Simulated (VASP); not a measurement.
Here is a VASP 6.6.1 calculation.

Contents of INCAR:

```
PREC     = Accurate       # precision mode
ENCUT    = 600            # plane-wave cutoff, eV
EDIFF    = 1E-7           # SCF threshold, eV
ISMEAR   = -1             # smearing method
SIGMA    = 0.05           # smearing width, eV
LREAL    = F              # projectors in reciprocal space
LASPH    = T              # aspherical terms in the spheres
NELM     = 80             # most SCF steps
ALGO     = Normal         # electronic algorithm
ISIF     = 3              # what is computed and relaxed
LWAVE    = F              # write WAVECAR
LCHARG   = F              # write CHGCAR
GGA      = PE             # functional
IBRION   = 2              # ionic algorithm
NSW      = 40             # ionic steps
EDIFFG   = -0.01          # ionic threshold
```

The input KPOINTS:

```
regular mesh
0
Gamma
  8 8 8
```

POSCAR

```
GaSb
1.0
    0.0000000000      3.0590000000      3.0590000000
    3.0590000000      0.0000000000      3.0590000000
    3.0590000000      3.0590000000      0.0000000000
Sb Ga
1 1
Direct
    0.7500000000      0.7500000000      0.7500000000
    0.0000000000      0.0000000000      0.0000000000
```

Potentials or basis: VASP PAW PBE potentials, release 54 (Sb, Ga_d).

Launch:

```console
$ cat potpaw_PBE.54/Sb/POTCAR potpaw_PBE.54/Ga_d/POTCAR > POTCAR
$ mpirun -np 1 vasp_std > vasp.out
```

Question: Predict the band gap on the k mesh.

Answer: None (metal or under the smearing width).

Question: Estimate the relaxed cell.

Answer: a = 4.396 Å, b = 4.396 Å, c = 4.396 Å, α = 60.00°, β = 60.00°, γ = 60.00°.

Final structure:
```
Sb Ga
1.0
     0.00000    3.10854    3.10854
     3.10854    0.00000    3.10854
     3.10854    3.10854    0.00000
Sb Ga
1 1
Direct
  0.75000 0.75000 0.75000
  0.00000 0.00000 0.00000
```

Caveat: this crystal is a semiconductor, whose small gap the functional closes, so the metal is an error of the method. Zero-point motion and thermal expansion aren't in these numbers.
